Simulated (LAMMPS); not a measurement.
MD of ZrO2 (fluorite) at zero pressure, 324 atoms, as a crystal; each row is its own run.

Computed with classical MD, Buckingham potential of Lewis and Catlow, J. Phys. C 18, 1149 (1985), first set, used with rigid ions (no shells), PPPM sums, short-range terms cut at 10 Å, modified for these runs by an r^-4 repulsive force inside the short-range force's maximum (LAMMPS).

```
T (K)  enthalpy (eV/atom)
-----  ------------------
200               -36.914
300               -36.888
1800              -36.487
2250              -36.362
2700              -36.230
3150              -36.102
3600              -35.980
```

Task: Fit a straight line, y = a + b x, to these rows (x is the first column, y the second) and predict the run at x = 1350.

Result: Least squares gives a = -36.973 and b = 0.0002749. At x = 1350 the fit predicts -36.602 eV/atom. The run itself gave -36.611 ± 0.001 eV/atom, so the fit is 9 meV/atom high.

Caution: the potential ionic pair potential lewis1985a is fitted to static crystal properties with a polarisable anion, which is rigid here.

Caution: in nature this polymorph isn't the stable one over the whole range of temperature at this pressure, and short runs keep a crystal in its starting form.

Caution (rows 1350; 1800; 2250; 2700; 3150; 3600): a run this short can hold a crystal over, or a liquid under, the potential's own melting point, which these runs don't give.
